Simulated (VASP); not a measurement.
# GaN (P6_3mc) in VASP: notebook

Runs on GaN. Level: PBE. Tasks: single point.

Program: VASP 6.6.1. These are calculated values, not measurements. Logs are shortened: lines on timing, memory, paths and dates and some standing lists are left out, and cuts for length are marked.

## (1) The crystal as given

Symmetry: P6_3mc, No. 186, hexagonal system. Conventional cell: a = 3.180 Å, b = 3.180 Å, c = 5.166 Å, α = 90.00°, β = 90.00°, γ = 120.00°. Ga (site symmetry 3m) is surrounded by 4 N at 1.94 to 1.95 Å. N (site symmetry 3m) is surrounded by 4 Ga at 1.94 to 1.95 Å.

## (2) Single point, PBE

Contents of INCAR:

```
PREC = Accurate
ENCUT = 450
EDIFF = 1E-7
ISMEAR = 0
SIGMA = 0.05
LREAL = F
LASPH = T
NELM = 100
ALGO = Normal
ISIF = 2
LWAVE = F
LCHARG = F
GGA = PE
ADDGRID = F
```

Contents of KPOINTS:

```
Automatic mesh
0
Gamma
  4 4 2
```

Contents of POSCAR:

```
GaN
1.0
    3.1800000000      0.0000000000      0.0000000000
   -1.5900000000      2.7539607840      0.0000000000
    0.0000000000      0.0000000000      5.1660000000
Ga N
2 2
Direct
    0.6666666667      0.3333333333      0.5000000000
    0.3333333333      0.6666666667      0.0000000000
    0.6666666667      0.3333333333      0.8750000000
    0.3333333333      0.6666666667      0.3750000000
```

Potentials or basis: VASP PAW PBE potentials, release 64 (Ga, N).

The run is started by

```
> cat potpaw_PBE.64/Ga/POTCAR potpaw_PBE.64/N/POTCAR > POTCAR
> mpirun -np 1 vasp_std > vasp.out
```

OUTCAR:

```text
PREC = Accurate
   ENCUT = 450
   EDIFF = 1E-7
   ISMEAR = 0
   LREAL = F
   LASPH = T
   NELM = 100
   ISIF = 2
   GGA = PE

 Found      8 irreducible k-points:

 Following reciprocal coordinates:
            Coordinates               Weight
  0.000000  0.000000  0.000000      1.000000
  0.250000  0.000000  0.000000      6.000000
  0.500000  0.000000  0.000000      3.000000
  0.250000  0.250000  0.000000      6.000000
  0.000000  0.000000  0.500000      1.000000
  0.250000  0.000000  0.500000      6.000000
   k-points           NKPTS =      8   k-points in BZ     NKDIM =      8   number of bands    NBANDS=     12
   number of dos      NEDOS =    301   number of ions     NIONS =      4
   total plane-waves  NPLWV =  20736
   dimension x,y,z NGX =    24 NGY =   24 NGZ =   36
   dimension x,y,z NGXF=    48 NGYF=   48 NGZF=   72
   ions per type =               2   2
   NGX,Y,Z   is equivalent  to a cutoff of  12.55, 12.55, 11.59 a.u.
   NGXF,Y,Z  is equivalent  to a cutoff of  25.09, 25.09, 23.17 a.u.
 SYSTEM =  unknown system
   PREC   = accura    normal or accurate (medium, high low for compatibility)
   ISTART =      0    job   : 0-new  1-cont  2-samecut
   ICHARG =      2    charge: 1-file 2-atom 10-const
   ISPIN  =      1    spin polarized calculation?
   LNONCOLLINEAR =      F non collinear calculations
   LSORBIT =      F    spin-orbit coupling
   LASPH  =      T    aspherical Exc in radial PAW
   ENCUT  =  450.0 eV  33.07 Ry    5.75 a.u.   5.50  5.50  8.94*2*pi/ulx,y,z
   NELM   =    100;   NELMIN=  2; NELMDL= -5     # of ELM steps
   EDIFF  = 0.1E-06   stopping-criterion for ELM
   LREAL  =      F    real-space projection
   EDIFFG = 0.1E-05   stopping-criterion for IOM
   NSW    =      0    number of steps for IOM
   IBRION =     -1    ionic relax: 0-MD 1-quasi-New 2-CG
   NFREE  =      0    steps in history (QN), initial steepest desc. (CG)
   ISIF   =      2    stress and relaxation
   ISYM   =      2    0-nonsym 1-usesym 2-fastsym
   POTIM  = 0.5000    time-step for ionic-motion
   TEBEG  =    0.0;   TEEND  =   0.0 temperature during run
   PSTRESS=    0.0 pullay stress
   NELECT =      16.0000    total number of electrons
   NUPDOWN=      -1.0000    fix difference up-down
   EMIN   =  10.00;   EMAX   =-10.00  energy-range for DOS
   EFERMI =   0.00;   METHOD = LEGACY
   ISMEAR =     0;   SIGMA  =   0.05  broadening in eV -4-tet -1-fermi 0-gaus
   EFERMI_NEDOS =   21; number of points for ismear=-14 and -15
   IALGO  =     38    algorithm
   IMIX   =      4    mixing-type and parameters
     AMIX     =   0.40;   BMIX     =  1.00
     AMIX_MAG =   1.60;   BMIX_MAG =  1.00
  volume/ion in A,a.u.               =      11.31        76.33
  Fermi-wavevector in a.u.,A,eV,Ry     =   1.157715  2.187764 18.235949  1.340304
  Thomas-Fermi vector in A             =   2.294324
   LORBIT       =      0    0 simple, 1 ext, 2 COOP (PROOUT), +10 PAW based schemes
   GGA     = PE    functional components
   LHFCALC =     F    Hartree Fock is set to
   AEXX    =    0.0000 exact exchange contribution
   IVDW    =     0    specifies the selected vdW correction
   LEPSILON=     F    determine dielectric tensor
   LRPA    =     F    only Hartree local field effects (RPA)
 non-spin polarized calculation
 Gauss-broadening in eV      SIGMA  =   0.05
  energy-cutoff  :      450.00
  volume of cell :       45.24
 maximum number of plane-waves:       990
 NGX is ok and might be reduce to    24
   NGX = 11   NGY = 11   NGZ = 17

 number of electron      15.9999999 magnetization

 Free energy of the ion-electron system (eV)
  ---------------------------------------------------
  ext. energy  EPLUGINS =         0.00000000
  ---------------------------------------------------
  free energy    TOTEN  =       -24.15985342 eV

  energy without entropy =      -24.15985342  energy(sigma->0) =      -24.15985342

 E-fermi :   3.3650     XC(G=0): -10.9032

 val. band max:        3.0987351304   @ k =   0.0000   0.0000   0.0000
 cond. band min:       5.1442100072   @ k =   0.0000   0.0000   0.0000
 fundamental gap:      2.0454748768
 Fermi energy:         3.3650115461

 k-point     1 :       0.0000    0.0000    0.0000
  band No.  band energies     occupation
      1     -12.9035      2.00000
      2     -10.4839      2.00000
      3      -3.9867      2.00000
      4       2.0491      2.00000
      5       2.0491      2.00000
      6       3.0388      2.00000
      7       3.0987      2.00000
      8       3.0987      2.00000
      9       5.1442      0.00000
     10       7.5000      0.00000
     11      12.4282      0.00000
     12      13.1305      0.00000

 k-point     2 :       0.2500    0.0000    0.0000
  band No.  band energies     occupation
      1     -12.0766      2.00000
      2     -10.0007      2.00000
      3      -3.1711      2.00000
      4      -0.9518      2.00000
      5       0.1787      2.00000
      6       1.1020      2.00000
      7       2.3547      2.00000
      8       2.6149      2.00000
      9       7.5156      0.00000
     10       9.1781      0.00000
     11      10.5779      0.00000
     12      11.7594      0.00000

 k-point     3 :       0.5000    0.0000    0.0000
  band No.  band energies     occupation
      1     -10.6291      2.00000
      2      -9.7821      2.00000
      3      -3.3852      2.00000
      4      -2.1821      2.00000
      5      -1.1461      2.00000
      6       0.3636      2.00000
      7       0.8237      2.00000
      8       2.1265      2.00000
      9       8.2573      0.00000
     10       8.8002      0.00000
     11       9.2479      0.00000
     12      11.8797      0.00000

 k-point     4 :       0.2500    0.2500    0.0000
  band No.  band energies     occupation
      1     -10.7565      2.00000
      2      -9.6587      2.00000
      3      -2.5830      2.00000
      4      -2.0904      2.00000
      5      -1.0307      2.00000
      6      -0.8363      2.00000
      7       1.0030      2.00000
      8       1.1335      2.00000
      9       8.8936      0.00000
     10       9.9191      0.00000
     11      10.9965      0.00000
     12      11.1605      0.00000

 k-point     5 :       0.0000    0.0000    0.5000
  band No.  band energies     occupation
      1     -11.9572      2.00000
      2     -11.9572      2.00000
      3      -0.8520      2.00000
      4      -0.8520      2.00000
      5       2.5587      2.00000
      6       2.5587      2.00000
      7       2.5587      2.00000
      8       2.5587      2.00000
      9       7.4761      0.00000
     10       7.4761      0.00000
     11      11.7314      0.00000
     12      11.7314      0.00000

 k-point     6 :       0.2500    0.0000    0.5000
  band No.  band energies     occupation
      1     -11.2289      2.00000
      2     -11.2289      2.00000
      3      -1.5881      2.00000
      4      -1.5881      2.00000
      5       1.0002      2.00000
      6       1.0002      2.00000
      7       1.8022      2.00000
      8       1.8022      2.00000
      9       8.4438      0.00000
     10       8.4438      0.00000
     11      10.9055      0.00000
     12      10.9055      0.00000

 [... further k-points ...]

------------------------ aborting loop because EDIFF is reached ----------------------------------------

  FORCE on cell =-STRESS in cart. coord.  units (eV):
  Direction    XX          YY          ZZ          XY          YZ          ZX
  --------------------------------------------------------------------------------------
  -------------------------------------------------------------------------------------
  Total        3.4651427      3.4651427      3.9169134      0.0000000      0.0000000      0.0000000
  in kB      122.7135250    122.7135250    138.7123977      0.0000000      0.0000000      0.0000000
  external PRESSURE =     128.0464826 kB  Pullay stress =       0.0000000 kB

 VOLUME and BASIS-vectors are now :
 -----------------------------------------------------------------------------
  energy-cutoff  :      450.00
  volume of cell :       45.24
      direct lattice vectors                 reciprocal lattice vectors
     3.180000000  0.000000000  0.000000000     0.314465409  0.181556688  0.000000000
    -1.590000000  2.753960784  0.000000000     0.000000000  0.363113377  0.000000000
     0.000000000  0.000000000  5.166000000     0.000000000  0.000000000  0.193573364

 POSITION                                       TOTAL-FORCE (eV/Angst)
 -----------------------------------------------------------------------------------
      1.59000      0.91799      2.58300         0.000000      0.000000     -0.167181
     -0.00000      1.83597      0.00000         0.000000     -0.000000     -0.167181
      1.59000      0.91799      4.52025        -0.000000     -0.000000      0.167181
     -0.00000      1.83597      1.93725         0.000000      0.000000      0.167181
 -----------------------------------------------------------------------------------
    total drift:                               -0.000000     -0.000000     -0.000948

  FREE ENERGIE OF THE ION-ELECTRON SYSTEM (eV)
  ---------------------------------------------------
  free  energy   TOTEN  =       -24.1598534247 eV

  energy  without entropy=      -24.1598534247  energy(sigma->0) =      -24.15985342
```

It took 4.7 s on 1 thread of Intel Xeon 6975P-C (Granite Rapids), shared host; peak memory 0.15 GiB.

The run converged, but some of its settings lie outside the range that counts as converged, so its numbers aren't taken as properties of the crystal.

Results:

```
Free energy            : -24.1599 eV
Largest force          : 0.167 eV/Å
Band gap on the k mesh : 2.05 eV, direct
```

Caveat: the k mesh is coarse (spacing up to 0.61 Å⁻¹), so the values aren't converged; the cutoff is under 1.25 times the usual one of these potentials, so pressure, stress and relaxed cells hold a basis-set (Pulay) error.

## (3) Single point, PBE

INCAR is that of step 2.

KPOINTS is that of step 2.

Contents of POSCAR:

```
GaN
1.0
    3.1800000000      0.0000000000      0.0000000000
   -1.5900000000      2.7539607840      0.0000000000
    0.0000000000      0.0000000000      5.1660000000
Ga N
2 2
Direct
    0.6521390000      0.3316270000      0.5245870000
    0.3764220000      0.6884330000      0.0161300000
    0.6603830000      0.3218970000      0.8783140000
    0.3311160000      0.6688000000      0.3826530000
```

Potentials or basis: VASP PAW PBE potentials, release 64 (Ga, N).

The run is started by

```
> cat potpaw_PBE.64/Ga/POTCAR potpaw_PBE.64/N/POTCAR > POTCAR
> mpirun -np 1 vasp_std > vasp.out
```

Wall time 6.3 s (1 thread of Intel Xeon 6975P-C (Granite Rapids), shared host); peak memory 0.15 GiB.

The run converged, but some of its settings lie outside the range that counts as converged, so its numbers aren't taken as properties of the crystal.

What came out:

* Free energy: -23.8811 eV
* Largest force: 2.694 eV/Å
* Band gap on the k mesh: 1.84 eV, direct

Caveat: the k mesh is coarse (spacing up to 0.61 Å⁻¹), so the values aren't converged; the cutoff is under 1.25 times the usual one of these potentials, so pressure, stress and relaxed cells hold a basis-set (Pulay) error.

## (4) Single point, PBE

INCAR, as its differences from that of step 3:

```diff
@@ -1,3 +1,3 @@
 PREC = Accurate
-ENCUT = 450
+ENCUT = 550
 EDIFF = 1E-7
```

KPOINTS is that of step 3.

Contents of POSCAR:

```
GaN
1.0
    3.1800000000      0.0000000000      0.0000000000
   -1.5900000000      2.7539607840      0.0000000000
    0.0000000000      0.0000000000      5.1660000000
Ga N
2 2
Direct
    0.6666666667      0.3333333333      0.5000000000
    0.3333333333      0.6666666667      0.0000000000
    0.6666666667      0.3333333333      0.8750000000
    0.3333333333      0.6666666667      0.3750000000
```

The run is started by

```
> cat potpaw_PBE.64/Ga/POTCAR potpaw_PBE.64/N/POTCAR > POTCAR
> mpirun -np 1 vasp_std > vasp.out
```

Wall time 4.6 s (1 thread of Intel Xeon 6975P-C (Granite Rapids), shared host); peak memory 0.15 GiB.

These settings aren't checked as converged: the numbers below hold their error.

What came out:

```yaml
Free_energy: -24.1541 eV
Pressure: 13.5 GPa
Largest_force: 0.167 eV/Å
Band_gap_on_the_k_mesh: 2.05 eV, direct
```

Caveat: the k mesh is coarse (spacing up to 0.61 Å⁻¹), so the values aren't converged.

## (5) Single point, PBE

INCAR is that of step 4.

KPOINTS is that of step 4.

Contents of POSCAR:

```
GaN
1.0
    3.1800000000      0.0000000000      0.0000000000
   -1.5900000000      2.7539607840      0.0000000000
    0.0000000000      0.0000000000      5.1660000000
Ga N
2 2
Direct
    0.6521390000      0.3316270000      0.5245870000
    0.3764220000      0.6884330000      0.0161300000
    0.6603830000      0.3218970000      0.8783140000
    0.3311160000      0.6688000000      0.3826530000
```

The run is started by

```
> cat potpaw_PBE.64/Ga/POTCAR potpaw_PBE.64/N/POTCAR > POTCAR
> mpirun -np 1 vasp_std > vasp.out
```

Run time: 7.4 s. Hardware: 1 thread of Intel Xeon 6975P-C (Granite Rapids), shared host; peak memory 0.15 GiB.

These settings aren't checked as converged: the numbers below hold their error.

Results:

| Item | Value |
| --- | --- |
| Free energy | -23.8755 eV |
| Pressure | 15.8 GPa |
| Largest force | 2.692 eV/Å |
| Band gap on the k mesh | 1.84 eV, direct |

Caveat: the k mesh is coarse (spacing up to 0.61 Å⁻¹), so the values aren't converged.

## (6) For comparison

An earlier run on the cell as given: functional PBEsol; potentials or basis VASP PAW PBE potentials, release 64 (Ga_d, N); cutoff 520 eV; k mesh 10 × 10 × 5; occupations fermi-dirac, width 0.05 eV; no spin polarisation.

- Pressure: 0.8 GPa
- Largest force: 0.131 eV/Å
- Band gap on the k mesh: 1.93 eV, direct
